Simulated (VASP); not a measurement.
# BN: restarted molecular dynamics, 2 variants

BN, Cc (no. 9), 8 atoms in the cell. PBE, molecular dynamics; PAW potentials N, B (PBE set).

| Restart from | Temperature at the end (K) | The same without a restart (K) | Potential energy at the end (eV/atom) | The same without a restart (eV/atom) | Electronic steps in the first step after the restart | Time (s) |
|---|---|---|---|---|---|---|
| CONTCAR with velocities, WAVECAR read | 256.0 | 256.0 | -8.53909 | -8.53909 | 4 | 305 |
| CONTCAR with velocities, no WAVECAR | 256.0 | 256.0 | -8.53909 | -8.53909 | 14 | 310 |

Limits: 60 fs of 8 atoms are too short for converged averages; the cell is only 3.0 Å across, so each atom moves in step with near copies of itself.

## Input of the first row

INCAR.step1:
```
GGA = PE ; PREC = Normal
ENCUT = 400 ; EDIFF = 1E-6
NELMIN = 4 ; NELM = 60
ALGO = Normal ; LREAL = Auto
LASPH = T ; ISMEAR = 0
SIGMA = 0.05 ; ISYM = 0
LWAVE = T ; LCHARG = F
IBRION = 0 ; NSW = 30
POTIM = 1.0 ; TEBEG = 600
ISIF = 2 ; RANDOM_SEED = 347023 0 0
MDALGO = 2 ; SMASS = -3
KPAR = 2
```

INCAR.step2, as INCAR.step1 but for:
```
- LWAVE = T
+ LWAVE = F
```

KPOINTS:
```
k-points
0
Gamma
  3 3 3
```

POSCAR.step1:
```
BN
1.0
    1.6438210000     -4.7155350000      0.0000000000
    1.6438210000      4.7155350000      0.0000000000
   -1.1929310000      0.0000000000      4.1817430000
N B
4 4
Direct
    0.5117870000      0.3799060000      0.8210930000
    0.3799060000      0.5117870000      0.3210930000
    0.7783390000      0.3857400000      0.3407830000
    0.3857400000      0.7783390000      0.8407830000
    0.5642020000      0.1769990000      0.9918210000
    0.1769990000      0.5642020000      0.4918210000
    0.5664270000      0.4344000000      0.5002040000
    0.4344000000      0.5664270000      0.0002040000
```

Commands (each step's output is kept before the next begins):
```
cat potpaw_PBE.64/N/POTCAR potpaw_PBE.64/B/POTCAR > POTCAR
cp INCAR.step1 INCAR
cp POSCAR.step1 POSCAR
mpirun -np 2 vasp_std > vasp.out
cp CONTCAR POSCAR
cp INCAR.step2 INCAR
mpirun -np 2 vasp_std > vasp.out
```

Changes of the last row against the first:
```
(step 1)
- LWAVE = True
+ LWAVE = False
```

VASP 6.6.1 took 305 s on 2 cores (Intel Xeon Platinum 8175M @ 2.50GHz (Skylake/Cascade Lake)), a shared host.
